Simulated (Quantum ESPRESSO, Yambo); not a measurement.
# How the form of the self-energy moves the gap of SiC (F-43m), part 2 of 2

Wanted: the gap of SiC (F-43m) under several approximations, with cost.

Quantum ESPRESSO 7.5 and Yambo 5.3.0; PBE and many-body steps on it, plane waves. Known limits of the many-body steps: not at the basis limit.

So far. Step 2 (Empty states on the mesh, 8×8×8 mesh, 248 bands): On this mesh the gap is 1.361 eV. Step 4 (G0W0, Godby-Needs plasmon pole): The gap on the mesh goes from 1.36 eV to 2.11 eV, a correction of +0.74 eV.

## (5) One-shot COHSEX

This step: one-shot COHSEX on PBE, plane waves, norm-conserving pseudopotentials.

The input, gw4.in:

```
HF_and_locXC
gw0
dyson
cohsex
em1s
rim_cut
RandQpts= 1000000
RandGvec= 1 RL
EXXRLvcs= 74 Ry
VXCRLvcs= 296 Ry
Chimod= "HARTREE"
% BndsRnXs
 1 | 103 |
%
NGsBlkXs= 17 Ry
% LongDrXs
 1 | 1 | 1 |
%
% GbndRnge
 1 | 103 |
%
DysSolver= "n"
ExtendOut
% QPkrange
 1 | 1 | 3 | 6 |
 21 | 21 | 3 | 6 |
%
```

Launch:

```sh
OMP_NUM_THREADS=1 mpirun -n 8 yambo -F gw4.in -J gw4 -C gw4 > gw4.log
```

Log:

```text
 Yambo, version 5.3.0

 [02] CORE Variables Setup
 =========================

  [... cell, symmetries and grids as in the set-up ...]

  [02.05] Energies & Occupations
  ==============================

  [X] === General ===
  [X] Electronic Temperature                        :  0.000000  0.000000 [eV K]
  [X] Bosonic    Temperature                        :  0.000000  0.000000 [eV K]
  [X] Finite Temperature mode                       : no
  [X] El. density                                   :  0.38662E+24 [cm-3]
  [X] Fermi Level                                   :  9.496070 [eV]

  [X] === Gaps and Widths ===
  [X] Conduction Band Min                           :  1.361356 [eV]
  [X] Valence Band Max                              :  0.000000 [eV]
  [X] Filled Bands                                  :   4
  [X] Empty Bands                                   :    5  248
  [X] Direct Gap                                    :  4.552961 [eV]
  [X] Direct Gap localized at k                     :  21
  [X] Indirect Gap                                  :  1.361356 [eV]
  [X] Indirect Gap between kpts                     :   1  21
  [X] Last valence band width                       :  4.691455 [eV]
  [X] 1st conduction band width                     :  5.721867 [eV]

 [03] Transferred momenta grid and indexing
 ==========================================

 IBZ Q-points                                      :  29
 BZ  Q-points                                      :   512

 K/Q-points units:
 rlu = crystal or reduced units; cc = cartesian coordinates; iku = interal k-units

 Q [ 1]         [rlu]:  0.000000  0.000000  0.000000
 Q [ 2]         [rlu]: -0.43259E-17 -0.43259E-17  0.12500
 Q [ 3]         [rlu]: -0.86518E-17 -0.86518E-17  0.25000
[...]
[xc] Functional : Perdew, Burke & Ernzerhof(X)+Perdew, Burke & Ernzerhof(C)
 [xc] LIBXC used to calculate xc functional
  PP Number of Atomic Species                      :  2
  NLCC RL compoments                               :  12039
  PP Number of Atomic Species                      :  2
  NLCC RL compoments                               :  12039

 [xc] E_xc :  -3.046599 [Ha]
      E_xc :  -6.093199 [Ry]

  Local XC kind (lXC) : Perdew, Burke & Ernzerhof(X)+Perdew, Burke & Ernzerhof(C)
  Non-Local XC kind (nlXC) : Hartree-Fock

  Corrections @ K [1] :  [eV]
 <3|nlXC|3> = -17.48595  0.85885E-17 <3|lXC|3> = -14.92695  0.18882E-15
 <4|nlXC|4> = -17.48597  0.13922E-16 <4|lXC|4> = -14.92695  0.37763E-15
 <5|nlXC|5> = -7.612551 -0.79489E-18 <5|lXC|5> = -13.21444  0.37763E-15
[...]
Corrections @ K [21] :  [eV]
[...]
<5|nlXC|5> = -6.473980  0.11082E-17 <5|lXC|5> = -10.50968 -0.17689E-16
 <6|nlXC|6> = -6.026423 -0.19547E-17 <6|lXC|6> = -10.77241 -0.16521E-15

 [08] Dyson equation: Newton solver
 ==================================

 [Newton] Sc step       :  0.100000 [eV]
 [Newton] Sc steps      :  1

  [08.01] G0W0 (COHSEX)
  =====================

  [  GW  ] Bands range     :   1   6

  QP @ state[ 1 ] K range:  1  1
  QP @ state[ 1 ] b range:   3   6
  QP @ state[ 2 ] K range:  21  21
  QP @ state[ 2 ] b range:   3   6

   Sc Empty Bands                                   : no
   Sc bands terminator                              : no
   Sx RL components                                 :  1471

   QP @ state[ 1 ] K range                          :  1  1
   QP @ state[ 1 ] b range                          :   3   6
   QP @ state[ 2 ] K range                          :  21  21
   QP @ state[ 2 ] b range                          :   3   6
   GF WF`s kind                                     : Perdew, Burke & Ernzerhof(X)+Perdew, Burke & Ernzerhof(C)
   Xs energies kind                                 : Perdew, Burke & Ernzerhof(X)+Perdew, Burke & Ernzerhof(C)
   Xs WF`s kind                                     : Perdew, Burke & Ernzerhof(X)+Perdew, Burke & Ernzerhof(C)

 [11] Game Over & Game summary
```

Elapsed: 2.3 min, on 8 MPI ranks of Arm Neoverse V1, shared host; peak memory 3.1 GiB.

This step gave:

```yaml
quasiparticle_gap_on_the_points_computed: 3.290 eV
starting_gap_on_the_mesh: 1.361 eV
k_of_the_valence_top: 0, 0, 0
k_of_the_conduction_bottom: 0, -0.5, -0.5
least_direct_quasiparticle_gap_on_the_computed_points: 6.682 eV
z_at_the_valence_top: 1
z_at_the_conduction_bottom: 1
```

Against G0W0 in Yambo (8×8×8 mesh, 103 bands, screening to 231.3 eV, Godby-Needs plasmon pole), the gap moves by +1.184 eV.

## (6) One-shot Hartree-Fock

This step: one-shot Hartree-Fock on PBE, plane waves, norm-conserving pseudopotentials.

The input, gw5.in:

```
HF_and_locXC
rim_cut
RandQpts= 1000000
RandGvec= 1 RL
EXXRLvcs= 74 Ry
VXCRLvcs= 296 Ry
% QPkrange
 1 | 1 | 3 | 6 |
 21 | 21 | 3 | 6 |
%
```

Launch:

```sh
OMP_NUM_THREADS=1 mpirun -n 8 yambo -F gw5.in -J gw5 -C gw5 > gw5.log
```

Log:

```text
 Yambo, version 5.3.0

 [02] CORE Variables Setup
 =========================

  [... cell, symmetries and grids as in the set-up ...]

  [02.05] Energies & Occupations
  ==============================

  [X] === General ===
  [X] Electronic Temperature                        :  0.000000  0.000000 [eV K]
  [X] Bosonic    Temperature                        :  0.000000  0.000000 [eV K]
  [X] Finite Temperature mode                       : no
  [X] El. density                                   :  0.38662E+24 [cm-3]
[...]
[xc] E_xc :  -3.046599 [Ha]
      E_xc :  -6.093199 [Ry]

  Local XC kind (lXC) : Perdew, Burke & Ernzerhof(X)+Perdew, Burke & Ernzerhof(C)
  Non-Local XC kind (nlXC) : Hartree-Fock

  Corrections @ K [1] :  [eV]
 <3|nlXC|3> = -17.48595  0.85885E-17 <3|lXC|3> = -14.92695  0.18882E-15
 <4|nlXC|4> = -17.48597  0.13922E-16 <4|lXC|4> = -14.92695  0.18882E-15
 <5|nlXC|5> = -7.612551 -0.79489E-18 <5|lXC|5> = -13.21444 -0.36853E-20
[...]
Corrections @ K [21] :  [eV]
[...]
<5|nlXC|5> = -6.473980  0.11082E-17 <5|lXC|5> = -10.50968  0.27530E-20
 <6|nlXC|6> = -6.026423 -0.19547E-17 <6|lXC|6> = -10.77241 -0.23599E-16

 [08] Game Over & Game summary
```

The job ended after 4.7 s (8 MPI ranks; peak memory 2.4 GiB; 37 s of CPU time).

This step gave:

- quasiparticle gap on the mesh: 7.956 eV
- starting gap on the mesh: 1.361 eV
- k of the valence top: 0, 0, 0
- k of the conduction bottom: 0, -0.5, -0.5
- least direct quasiparticle gap on the computed points: 12.38 eV

Against G0W0 in Yambo (8×8×8 mesh, 103 bands, screening to 231.3 eV, Godby-Needs plasmon pole), the gap moves by +5.850 eV.

## (7) Side by side

Times are wall times on 8 MPI ranks of Arm Neoverse V1, shared host, good to a factor of about two.

```
                           run   mesh  bands  screening cutoff (eV)  DFT gap (eV)  gap on the mesh (eV)  direct (eV)     time
G0W0, Godby-Needs plasmon pole  8×8×8    103                  231.3         1.361                 2.106        5.605  3.9 min
               one-shot COHSEX  8×8×8    103                  231.3         1.361                 3.290        6.682  2.3 min
         one-shot Hartree-Fock  8×8×8      -                      -         1.361                 7.956       12.380    4.7 s
```

## (8) Summary of results

| Property | Result |
| --- | --- |
| G0W0, Godby-Needs plasmon pole | 2.106 eV |
| one-shot COHSEX | 3.290 eV |
| one-shot Hartree-Fock | 7.956 eV |
| known limits | not at the basis limit |

**Reading.** One-shot COHSEX: +1.184 eV against G0W0, Godby-Needs plasmon pole. One-shot Hartree-Fock: +5.850 eV against G0W0, Godby-Needs plasmon pole. Bare exchange alone opens the gap to 7.96 eV; against G0W0, correlation takes back 5.85 eV. Static COHSEX lies above G0W0: it lacks the factor Z and overstates the Coulomb hole of the filled states. Against experiment, by G0W0, Godby-Needs plasmon pole: the gap of 2.11 eV lies −0.29 eV from the measured 2.4 eV (indirect, 2018); the gap of 2.11 eV lies −0.28 eV from the measured 2.39 eV (kind not stated, quoted 2020). These are gaps on the mesh, at modest bands and cutoff. The calculation has static nuclei and no excitons; a measured gap holds zero-point and thermal motion, which mostly lowers it. Bands and cutoff are finite, so the gap is not at the basis limit. The miss can reach some tenths of an eV and take either sign; the mesh is an error of its own.

[Paths, hosts, dates, memory and timing lines, banners, echoed tables and standing remarks are left out of the program output.]

[Logs are printed without paths, hosts, clocks, repeated set-up lines and the standing remarks that a program may print on its own settings, such as how far it seeks lower states.]

[Runs of the session that timed out or met a known fault of the program may be left out.]

[Hosts, paths, dates, database ids (printed as entryN), source tags and the programs' standing remarks are cut or masked in the printed files.]
